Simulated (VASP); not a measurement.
# CaF2 (Fluorite) (Fm-3m) in VASP: a series of runs

One crystal, CaF2 (Fluorite), is run at these levels: LDA; tasks: phonons, dielectric tensor.

Program: VASP 6.6.1. These are calculated values, not measurements. Logs are shortened: lines on timing, memory, paths and dates and some standing lists are left out, and cuts for length are marked.

### 1 The structure

The structure is cubic, space group Fm-3m (No. 225). The conventional cell has a = 5.335 Å, b = 5.335 Å, c = 5.335 Å, α = 90.00°, β = 90.00°, γ = 90.00°. Around Ca (site symmetry m-3m) lie 8 F at 2.31 Å. Around F (site symmetry -43m) lie 4 Ca at 2.31 Å.

### 2 Phonons, LDA

Input file POSCAR:

```
CaF2
1.0
   -0.0000000000      2.6673359631      2.6673359631
    2.6673359631     -0.0000000000      2.6673359631
    2.6673359631      2.6673359631      0.0000000000
  Ca              F
     1     2
Direct
     0.0000000000000000    1.0000000000000000    0.0000000000000000
     0.2500000000000000    0.2500000000000000    0.2500000000000000
     0.7500000000000000    0.7500000000000000    0.7500000000000000
```

Input file INCAR.step1:

```
PREC     = Accurate       # precision mode
ENCUT    = 600            # plane-wave cutoff, eV
EDIFF    = 1E-8           # SCF threshold, eV
ISMEAR   = 0              # smearing method
SIGMA    = 0.03           # smearing width, eV
LREAL    = False          # projectors in reciprocal space
LASPH    = True           # aspherical terms in the spheres
NELM     = 80             # most SCF steps
ALGO     = Normal         # electronic algorithm
ISIF     = 3              # what is computed and relaxed
LWAVE    = False          # write WAVECAR
LCHARG   = False          # write CHGCAR
GGA      = CA             # functional
KPAR     = 2            
IBRION   = 2              # ionic algorithm
NSW      = 40             # ionic steps
EDIFFG   = -0.002         # ionic threshold
```

Input file INCAR.step2:

```
PREC     = Accurate       # precision mode
ENCUT    = 600            # plane-wave cutoff, eV
EDIFF    = 1E-8           # SCF threshold, eV
ISMEAR   = 0              # smearing method
SIGMA    = 0.03           # smearing width, eV
LREAL    = False          # projectors in reciprocal space
LASPH    = True           # aspherical terms in the spheres
NELM     = 80             # most SCF steps
ALGO     = Normal         # electronic algorithm
ISIF     = 2              # what is computed and relaxed
LWAVE    = False          # write WAVECAR
LCHARG   = False          # write CHGCAR
GGA      = CA             # functional
KPAR     = 2            
IBRION   = 6              # ionic algorithm
NFREE    = 2            
POTIM    = 0.015          # step
NSW      = 1              # ionic steps
```

Input file KPOINTS:

```
regular mesh
0
Gamma
  8 8 8
```

Potentials or basis: VASP PAW LDA potentials, release 64 (Ca_sv, F).

On the command line:

```
$ cat potpaw_LDA.64/Ca_sv/POTCAR potpaw_LDA.64/F/POTCAR > POTCAR
$ cp INCAR.step1 INCAR
$ mpirun -np 2 vasp_std > vasp.out
$ cp CONTCAR POSCAR
$ cp INCAR.step2 INCAR
$ mpirun -np 2 vasp_std > vasp.out
```

OUTCAR:

```text
PREC = Accurate
   ENCUT = 600
   EDIFF = 1E-8
   ISMEAR = 0
   LREAL = False
   LASPH = True
   NELM = 80
   ISIF = 2
   GGA = CA
   IBRION = 6
   NFREE = 2
   POTIM = 0.015
   NSW = 1

 ion  position               nearest neighbor table
   1  0.000  0.000  0.000-   2 2.31   3 2.31   3 2.31   3 2.31   3 2.31   2 2.31   2 2.31   2 2.31

   2  0.250  0.250  0.250-   1 2.31   1 2.31   1 2.31   1 2.31
   3  0.750  0.750  0.750-   1 2.31   1 2.31   1 2.31   1 2.31

  LATTYP: Found a face centered cubic cell.
 ALAT       =     5.3339409841

  Lattice vectors:

 A1 = (   0.0000000000,   2.6669704920,   2.6669704920)
 A2 = (   2.6669704920,   0.0000000000,   2.6669704920)
 A3 = (   2.6669704920,   2.6669704920,   0.0000000000)

Analysis of symmetry for initial positions (statically):
=====================================================================
 Subroutine PRICEL returns:
 Original cell was already a primitive cell.

 Routine SETGRP: Setting up the symmetry group for a
 face centered cubic supercell.

 Subroutine GETGRP returns: Found 48 space group operations
 (whereof 48 operations were pure point group operations)
 out of a pool of 48 trial point group operations.

The static configuration has the point symmetry O_h .

Analysis of symmetry for dynamics (positions and initial velocities):
=====================================================================
 Subroutine PRICEL returns:
 Original cell was already a primitive cell.

 Routine SETGRP: Setting up the symmetry group for a
 face centered cubic supercell.

 Subroutine GETGRP returns: Found 48 space group operations
 (whereof 48 operations were pure point group operations)
 out of a pool of 48 trial point group operations.

The dynamic configuration has the point symmetry O_h .

 Subroutine INISYM returns: Found 48 space group operations
 (whereof 48 operations are pure point group operations),
 and found     1 'primitive' translations

----------------------------------------------------------------------------------------

                                     Primitive cell

  volume of cell :      37.9389

  direct lattice vectors                    reciprocal lattice vectors
     0.000000000  2.666970492  2.666970492    -0.187478640  0.187478640  0.187478640
     2.666970492  0.000000000  2.666970492     0.187478640 -0.187478640  0.187478640
     2.666970492  2.666970492  0.000000000     0.187478640  0.187478640 -0.187478640

  length of vectors
     3.771665840  3.771665840  3.771665840     0.324722529  0.324722529  0.324722529

  position of ions in fractional coordinates (direct lattice)
     0.000000000  0.000000000  0.000000000
     0.250000000  0.250000000  0.250000000
     0.750000000  0.750000000  0.750000000

  ion indices of the primitive-cell ions
   primitive index   ion index
                 1           1
                 2           2
                 3           3

----------------------------------------------------------------------------------------

 KPOINTS: regular mesh

Automatic generation of k-mesh.
 Grid dimensions read from file:
 generate k-points for:    8    8    8

 Generating k-lattice:

  Cartesian coordinates                     Fractional coordinates (reciprocal lattice)
[... 59 lines left out ...]
   NELM   =     80;   NELMIN=  2; NELMDL=  0     # of ELM steps
   EDIFF  = 0.1E-07   stopping-criterion for ELM
   LREAL  =      F    real-space projection
   EDIFFG = 0.1E-06   stopping-criterion for IOM
   NSW    =     73    number of steps for IOM
   IBRION =      6    ionic relax: 0-MD 1-quasi-New 2-CG
   NFREE  =      2    steps in history (QN), initial steepest desc. (CG)
   ISIF   =      2    stress and relaxation
   ISYM   =      2    0-nonsym 1-usesym 2-fastsym
   POTIM  = 0.0150    time-step for ionic-motion
   TEBEG  =    0.0;   TEEND  =   0.0 temperature during run
   PSTRESS=    0.0 pullay stress
   NELECT =      24.0000    total number of electrons
   NUPDOWN=      -1.0000    fix difference up-down
   EMIN   =  10.00;   EMAX   =-10.00  energy-range for DOS
   EFERMI =   0.00;   METHOD = LEGACY
   ISMEAR =     0;   SIGMA  =   0.03  broadening in eV -4-tet -1-fermi 0-gaus
   EFERMI_NEDOS =   21; number of points for ismear=-14 and -15
   IALGO  =     38    algorithm
   IMIX   =      4    mixing-type and parameters
     AMIX     =   0.40;   BMIX     =  1.00
     AMIX_MAG =   1.60;   BMIX_MAG =  1.00
  volume/ion in A,a.u.               =      12.65        85.34
  Fermi-wavevector in a.u.,A,eV,Ry     =   1.405347  2.655722 26.871525  1.975001
  Thomas-Fermi vector in A             =   2.527818
   LORBIT       =      0    0 simple, 1 ext, 2 COOP (PROOUT), +10 PAW based schemes
   GGA     = CA    functional components
   LHFCALC =     F    Hartree Fock is set to
   AEXX    =    0.0000 exact exchange contribution
   IVDW    =     0    specifies the selected vdW correction
   LEPSILON=     F    determine dielectric tensor
   LRPA    =     F    only Hartree local field effects (RPA)
 finite differences with symmetry
 non-spin polarized calculation
 Gauss-broadening in eV      SIGMA  =   0.03
  energy-cutoff  :      600.00
  volume of cell :       37.94
 maximum number of plane-waves:      1283
   NGX = 15   NGY = 15   NGZ = 15

--------------------------------------- Ionic step        1  -------------------------------------------

 number of electron      23.9999996 magnetization

 Free energy of the ion-electron system (eV)
  ---------------------------------------------------
  ext. energy  EPLUGINS =         0.00000000
  ---------------------------------------------------
  free energy    TOTEN  =       -19.01181593 eV

  energy without entropy =      -19.01181593  energy(sigma->0) =      -19.01181593

------------------------ aborting loop because EDIFF is reached ----------------------------------------

  FORCE on cell =-STRESS in cart. coord.  units (eV):
  Direction    XX          YY          ZZ          XY          YZ          ZX
  --------------------------------------------------------------------------------------
  -------------------------------------------------------------------------------------
  Total        0.0014342      0.0014342      0.0014342      0.0000000      0.0000000      0.0000000
  in kB        0.0605684      0.0605684      0.0605684      0.0000000      0.0000000      0.0000000
  external PRESSURE =       0.0605684 kB  Pullay stress =       0.0000000 kB
[... 135 lines left out ...]
--------------------------------------- Ionic step        5  -------------------------------------------

 number of electron      23.9999997 magnetization

 Free energy of the ion-electron system (eV)
  ---------------------------------------------------
  ext. energy  EPLUGINS =         0.00000000
  ---------------------------------------------------
  free energy    TOTEN  =       -19.01120282 eV

  energy without entropy =      -19.01120282  energy(sigma->0) =      -19.01120282

 E-fermi :  -0.7483     XC(G=0): -10.7327

 val. band max:       -0.9573369556   @ k =   0.0000   0.5000   0.5000
 cond. band min:       6.3714636609   @ k =   0.0000   0.0000   0.0000
 fundamental gap:      7.3288006165
 Fermi energy:        -0.7482571201

 k-point     1 :       0.0000    0.0000    0.0000
  band No.  band energies     occupation
      1     -36.0672      2.00000
      2     -20.6702      2.00000
      3     -19.7345      2.00000
      4     -17.3063      2.00000
      5     -17.3054      2.00000
      6     -17.3050      2.00000
[... 433 lines left out ...]
      3     -20.4877      2.00000
      4     -17.4045      2.00000
      5     -17.1088      2.00000
      6     -16.7806      2.00000
[... 8 lines left out ...]
     15       9.2464      0.00000
     16       9.7084      0.00000

 [... further k-points ...]

------------------------ aborting loop because EDIFF is reached ----------------------------------------

  FORCE on cell =-STRESS in cart. coord.  units (eV):
  Direction    XX          YY          ZZ          XY          YZ          ZX
  --------------------------------------------------------------------------------------
  -------------------------------------------------------------------------------------
  Total        0.0048779      0.0035629      0.0035629      0.0000000      0.0543665      0.0000000
  in kB        0.2059943      0.1504616      0.1504616      0.0000000      2.2959251      0.0000000
  external PRESSURE =       0.1689725 kB  Pullay stress =       0.0000000 kB
[... 18 lines left out ...]
  FREE ENERGIE OF THE ION-ELECTRON SYSTEM (eV)
  ---------------------------------------------------
  free  energy   TOTEN  =       -19.0112028156 eV

  energy  without entropy=      -19.0112028156  energy(sigma->0) =      -19.01120282

 INTERNAL STRAIN TENSORS FROM DISPLACED ATOMS
 ============================================

 INTERNAL STRAIN TENSOR FOR ION    1 for displacements in x,y,z  (eV/Angst):
          X           Y           Z          XY          YZ          ZX
  --------------------------------------------------------------------------------
  x     0.00000     0.00000     0.00000     0.00000     0.00000     0.00000
  y     0.00000     0.00000     0.00000     0.00000     0.00000     0.00000
  z     0.00000     0.00000     0.00000     0.00000     0.00000     0.00000

 INTERNAL STRAIN TENSOR FOR ION    3 for displacements in x,y,z  (eV/Angst):
          X           Y           Z          XY          YZ          ZX
  --------------------------------------------------------------------------------
  x    -0.00000    -0.00000    -0.00000     0.00000     3.62442     0.00000
  y     0.00000     0.00000     0.00000     0.00000     0.00000     3.62442
  z    -0.00000    -0.00000     0.00000     3.62442     0.00000     0.00000

 Eigenvectors and eigenvalues of the dynamical matrix
 ----------------------------------------------------

   1 f  =   10.182672 THz    63.979615 2PiTHz  339.657376 cm-1    42.112128 meV
             X         Y         Z           dx          dy          dz
      0.000000  0.000000  0.000000    -0.000000   -0.000000    0.000000
      1.333485  1.333485  1.333485    -0.293115   -0.632919    0.116175
      4.000456  4.000456  4.000456     0.293115    0.632919   -0.116175
[... 43 lines left out ...]
   9 f/i=    0.005889 THz     0.037004 2PiTHz    0.196447 cm-1     0.024356 meV
             X         Y         Z           dx          dy          dz
      0.000000  0.000000  0.000000     0.089966   -0.683997    0.191556
      1.333485  1.333485  1.333485     0.062027   -0.471583    0.132069
      4.000456  4.000456  4.000456     0.062027   -0.471583    0.132069

 ELASTIC MODULI CONTR FROM IONIC RELAXATION (kBar)
 Direction    XX          YY          ZZ          XY          YZ          ZX
 --------------------------------------------------------------------------------
 XX          -0.0000     -0.0000     -0.0000      0.0000      0.0000     -0.0000
 YY          -0.0000     -0.0000     -0.0000      0.0000      0.0000     -0.0000
 ZZ          -0.0000     -0.0000     -0.0000     -0.0000      0.0000     -0.0000
 XY           0.0000      0.0000     -0.0000   -137.6588     -0.0000     -0.0000
 YZ           0.0000      0.0000      0.0000     -0.0000   -137.6588     -0.0000
 ZX          -0.0000     -0.0000     -0.0000     -0.0000     -0.0000   -137.6588
 --------------------------------------------------------------------------------
```

Run time: 86 s. Hardware: 2 MPI ranks of Intel Xeon Platinum 8488C (Sapphire Rapids), shared host; peak memory 0.22 GiB.

Results:

| Property | Result |
| --- | --- |
| Highest phonon frequency at Γ, LO-TO splitting left out | 340 cm⁻¹ |

Phonon frequencies in cm⁻¹ (negative: imaginary):
| q point | frequencies |
| --- | --- |
| (0.000, 0.000, 0.000) | 0 0 0 283 283 283 340 340 340 |

[end of part 1 of 2]
